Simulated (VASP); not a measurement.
Input of a VASP 6.6.1 run:

File INCAR:

```
  PREC = Accurate
  ENCUT = 520
  EDIFF = 1E-7
  ISMEAR = -5
  SIGMA = 0.02
  LREAL = F
  LASPH = T
  NELM = 60
  ALGO = Normal
  ISIF = 2
  LWAVE = F
  LCHARG = F
  LMAXMIX = 4
  METAGGA = LAK
  LMIXTAU = T
  LORBIT = 10
  NEDOS = 1001
```

Contents of Si2Mo.cif:

```cif
data_Si2Mo
_cell_length_a 3.11228424
_cell_length_b 3.11228424
_cell_length_c 7.64552076
_cell_angle_alpha 90.00000000
_cell_angle_beta 90.00000000
_cell_angle_gamma 90.00000000
_space_group_name_H-M_alt 'I4/mmm'
_space_group_name_Hall '-I 4 2'
_space_group_IT_number 139
loop_
_space_group_symop_operation_xyz
'x,y,z'
'-x,-y,-z'
'-y,x,z'
'y,-x,-z'
'-x,-y,z'
'x,y,-z'
'y,-x,z'
'-y,x,-z'
'x,-y,-z'
'-x,y,z'
'-y,-x,-z'
'y,x,z'
'-x,y,-z'
'x,-y,z'
'y,x,-z'
'-y,-x,z'
'x+1/2,y+1/2,z+1/2'
'-x+1/2,-y+1/2,-z+1/2'
'-y+1/2,x+1/2,z+1/2'
'y+1/2,-x+1/2,-z+1/2'
'-x+1/2,-y+1/2,z+1/2'
'x+1/2,y+1/2,-z+1/2'
'y+1/2,-x+1/2,z+1/2'
'-y+1/2,x+1/2,-z+1/2'
'x+1/2,-y+1/2,-z+1/2'
'-x+1/2,y+1/2,z+1/2'
'-y+1/2,-x+1/2,-z+1/2'
'y+1/2,x+1/2,z+1/2'
'-x+1/2,y+1/2,-z+1/2'
'x+1/2,-y+1/2,z+1/2'
'y+1/2,x+1/2,-z+1/2'
'-y+1/2,-x+1/2,z+1/2'
loop_
_atom_site_label
_atom_site_type_symbol
_atom_site_symmetry_multiplicity
_atom_site_Wyckoff_symbol
_atom_site_fract_x
_atom_site_fract_y
_atom_site_fract_z
_atom_site_occupancy
Mo1 Mo 2 a 0.0000000000 0.0000000000 0.0000000000 1
Si1 Si 4 e 0.5000000000 0.5000000000 0.1670000000 1
```

The input KPOINTS:

```
Automatic mesh
0
Gamma
  9 9 4
```

File POSCAR:

```
Mo Si
 1.0000000000000000
     3.1122842400000001    0.0000000000000000    0.0000000000000000
     0.0000000000000000    3.1122842400000001    0.0000000000000000
     0.0000000000000000    0.0000000000000000    7.6455207600000001
 Mo  Si 
   2   4
Cartesian
  0.0000000000000000  0.0000000000000000  0.0000000000000000
  1.5561421200000001  1.5561421200000001  3.8227603800000001
  1.5561421200000001  1.5561421200000001  1.2768019669200001
  1.5561421200000001  1.5561421200000001  6.3687187930800002
  0.0000000000000000  0.0000000000000000  5.0995623469200000
  0.0000000000000000  0.0000000000000000  2.5459584130799997
```

Potentials or basis: VASP PAW PBE potentials, release 64 (Mo_pv, Si).

The run is started by

```bash
$ ase convert -i cif -o vasp Si2Mo.cif POSCAR
$ cat potpaw_PBE.64/Mo_pv/POTCAR potpaw_PBE.64/Si/POTCAR > POTCAR
$ mpirun -np 1 vasp_std > vasp.out
```

Problem. What does it give for the pressure?

Solution. 24.2 GPa.

Problem. What does it give for the largest force?

Solution. 0.166 eV/Å.

Stress tensor (GPa, compression positive):
```
24.14  0.00  0.00
 0.00 24.14  0.00
 0.00  0.00 24.46
```

Caveat: the PAW data sets were made with another functional, which shifts forces and pressure a little; tetrahedron occupations give inexact forces and stress in metals.
